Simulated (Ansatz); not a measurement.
# Ge in Ansatz: convergence with xc grid

The system is Ge.

```
CELL_PARAMETERS angstrom
1.48805 -2.59469 0.00000
1.48805 2.59469 0.00000
0.00000 0.00000 4.72760
ATOMIC_POSITIONS crystal
Ge 0.32710 0.67936 0.25322
Ge 0.67910 0.33589 0.74526
```

This isn't the form of Ge at room conditions, which is diamond.

The cell isn't the ideal one: atoms moved at random, drawn with an rms of 0.05 Å.

```yaml
Program: Ansatz 0.2.0
Task: convergence study
Functional: PBE
Potentials_or_basis: JTH PAW
Cutoff: "1080 eV (not typed: the program's choice for these potentials)"
k_mesh: 7 × 7 × 4
Occupations: cold, width 0.1 eV
Spin: no spin polarisation
```

These are the settings of the first run; the series varies xc grid, with any setting tied to it.

Hardware: 2 threads of Arm Neoverse V2 (shared host).

```
xc grid  energy less the tightest run, at zero smearing (meV/atom)  SCF cycles  CPU time (s)  peak memory (GiB)
      1                                                       0.00           7            12               0.47
      2                                                       0.00           7            11               0.48
      3                                                       0.00           7            13               0.52
      4                                                       0.00           7            14               0.63
      5                                                       0.00           7            17               0.82
```

Against the tightest run, the energy stays within 1 meV/atom from 1 on. The tightest run that finished is the yardstick and may itself not be fully converged.
